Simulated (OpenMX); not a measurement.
## ZnS under changes of volume

One of the cells (19.727 Å³/atom); the others are scaled copies at fixed shape and fractional positions:

```
Zn S
1.0
     0.00000    2.70200    2.70200
     2.70200    0.00000    2.70200
     2.70200    2.70200    0.00000
Zn S
1 1
Cartesian
  4.0530 4.0530 4.0530
  0.0000 0.0000 0.0000
```

| Quantity | Value |
| --- | --- |
| Program | OpenMX 3.8.5 |
| Functional | PBE |
| Potentials or basis | OpenMX 2013 PBE set, Zn6.0H-s3p2d2f1, S7.0-s3p2d2f1, fixed grid of 42 × 42 × 42 points |
| k mesh | 9 × 9 × 9 |
| Occupations | fermi-dirac, width 0.05 eV |
| Spin | no spin polarisation |

| volume (Å³/atom) | energy over the lowest point (meV/atom) | gap on the mesh (eV) |
| --- | --- | --- |
| 18.543 | 72.57 | 2.54 |
| 18.938 | ? | ? |
| 19.332 | 31.47 | 2.34 |
| 19.727 | 17.78 | 2.25 |
| 20.121 | 8.48 | 2.16 |
| 20.516 | 2.61 | 2.07 |
| 20.910 | 0.00 | 1.98 |

Task: What does the run at 18.938 Å³/atom give?

Result: Energy over the lowest point 49.65 meV/atom; gap on the mesh 2.44 eV.

Worked out: A Birch-Murnaghan fit of order 3 (a polynomial in V^(-2/3)) to the other rows has its minimum at 21.06 Å³/atom, just outside them, with B0 = V·E''(V) = 60 GPa and B' = 4.9. It gives 49.43 meV/atom at 18.938 Å³/atom, against the run's 49.65. A straight line through the other rows of the gap, of slope -4.64 eV per unit of ln V (its deformation potential), gives 2.44 eV, against the run's 2.44.

Energies are extrapolated to zero smearing.

Caveats: the basis of atomic orbitals isn't converged, which shifts pressures, moduli and gaps.
